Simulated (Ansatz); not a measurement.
# Bands of CdO

```xyz
2
Lattice="0.0000 2.3840 2.3840 2.3840 0.0000 2.3840 2.3840 2.3840 0.0000" Properties=species:S:1:pos:R:3 pbc="T T T"
Cd    0.0000    0.0000    0.0000
O     2.3840    2.3840    2.3840
```

Atom numbers follow the list: Cd1, O2.

The structure comes from a relaxation in the same program, started in the rocksalt type, and has space group Fm-3m. Whether it is a known phase or the ground state wasn't checked.

Theory: DFT, PBE, all-electron LAPW, scalar-relativistic in Ansatz 0.2.0.

Numerical set-up: a Γ-centred 16×16×16 k mesh, Fermi–Dirac smearing of 0.08 eV, basis error target 1 meV/atom, no spin polarisation.

Points in fractions of the reciprocal vectors of this cell: Γ (0, 0, 0), X (0.5, 0, 0.5), U (0.625, 0.25, 0.625), K (0.375, 0.375, 0.75), L (0.5, 0.5, 0.5), W (0.5, 0.25, 0.75). The path joins them by straight lines in the order Γ–X–U–K–Γ–L–W–X; legs that retrace an earlier one aren't tabulated. Energies are in eV from the Fermi level.

List the levels at X between -20 and 8 eV.

-16.68, -7.26, -6.34, -6.23 (×2), -5.98, -4.23, -2.33 (×2), 3.51.

List the levels at U between -20 and 8 eV.

-16.60, -7.22, -6.81, -6.66, -6.31, -6.22, -3.40, -2.94, -1.39, 5.01.

List the levels at K between -20 and 8 eV.

-16.60, -7.22, -6.81, -6.66, -6.31, -6.22, -3.40, -2.94, -1.39, 5.01.

What is the band gap?

none: bands cross the Fermi level, a metal.
